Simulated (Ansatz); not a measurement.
**4 guesses for HfSiO4 and where they end**

All numbers below come from Ansatz 0.2.0, DFT PBE, scalar-relativistic, plane waves, PAW. Settings: cutoff 420 eV, Γ-centred meshes spaced at most about 0.3 Å⁻¹, and about 0.25 Å⁻¹ or finer for metals (2π included), Gaussian smearing. No spin polarisation in the final relaxations.

Each guess was relaxed in cell and atoms at zero pressure, within the symmetry of its start. All energies are static (0 K, no zero-point motion). Coordination counts O atoms around Hf and Si (those within 1.25 times the shortest such distance or 1.15 times the sum of covalent radii; a plus sign parts nearer from farther groups; the shortest distance is added where it is long for a bond).

| guess | made from | start group | V start (Å³/atom) | end group | V end (Å³/atom) | coordination at the end | gap on mesh (eV) | E over the lowest end (meV/atom) |
| --- | --- | --- | --- | --- | --- | --- | --- | --- |
| 1 | TlClO4 type | F-43m | 13.0 | F-43m | 13.8 | Hf 12 from 2.9 Å, Si 4 | 0.14 | 692 |
| 2 | AlTlF4 type | P4/mmm | 10.5 | P4/mmm | 10.6 | Hf 8, Si 4+2 | 0 | 0 |
| 3 | MgAlB4 type | P6/mmm | 10.0 | P6/mmm | 10.5 | Hf 12, Si 12 from 2.6 Å | 0 | 1365 |
| 4 | random cell | P4mm | 11.7 | ? | ? | ? | ? | ? |

Guess 4 as it starts:

```
Hf Si O
1.0
     4.05284    0.00000    0.00000
     0.00000    4.05284    0.00000
     0.00000    0.00000    4.27120
Hf Si O
1 1 4
Direct
  0.50000 0.50000 0.55822
  0.00000 0.00000 0.76341
  0.31625 0.00000 0.02037
  0.68375 0.00000 0.02037
  0.00000 0.31625 0.02037
  0.00000 0.68375 0.02037
```

Question: Predict the end of this guess and its energy over the lowest end.

Answer: It ends in space group P4/mmm (No. 123), with a = 4.894 Å, c = 2.629 Å, 10.5 Å³/atom and no gap. It lies 1.35 eV/atom over the lowest end, above guess 1 and below guess 3. Counting O atoms around Hf and Si, this end has Hf 8, Si 8 and the lowest (guess 2) has Hf 8, Si 4+2.

```cif
data_structure
_symmetry_space_group_name_H-M 'P4/mmm'
_symmetry_Int_Tables_number 123
_cell_length_a 4.8943
_cell_length_b 4.8943
_cell_length_c 2.6292
_cell_angle_alpha 90.000
_cell_angle_beta 90.000
_cell_angle_gamma 90.000
_cell_volume 62.98
loop_
_atom_site_label
_atom_site_type_symbol
_atom_site_symmetry_multiplicity
_atom_site_Wyckoff_symbol
_atom_site_fract_x
_atom_site_fract_y
_atom_site_fract_z
_atom_site_occupancy
Hf1 Hf 1 c 0.50000 0.50000 0.00000 1
Si1 Si 1 b 0.00000 0.00000 0.50000 1
O1 O 4 l 0.29840 0.00000 0.00000 1
```

The zero of energy is the elements' standard structures at the same level (O₂ as a molecule); no fitted shifts are applied.

Question: Is the lowest end bound against the elements?

Answer: Yes: its formation energy is −1.88 eV/atom. It lies below the elements, which doesn't yet make it stable against other compounds or structures.

Spin–orbit coupling, which can matter for Hf, is left out. Kohn–Sham gaps at this level usually fall short of measured ones. Cells relaxed within their symmetry can be saddle points. The part of the Crystallography Open Database at hand lists HfSiO4 in space group No. 141, which no cell shown has. Some structure types and database cells were kept out of the candidates from the start, so a known form may be missing.
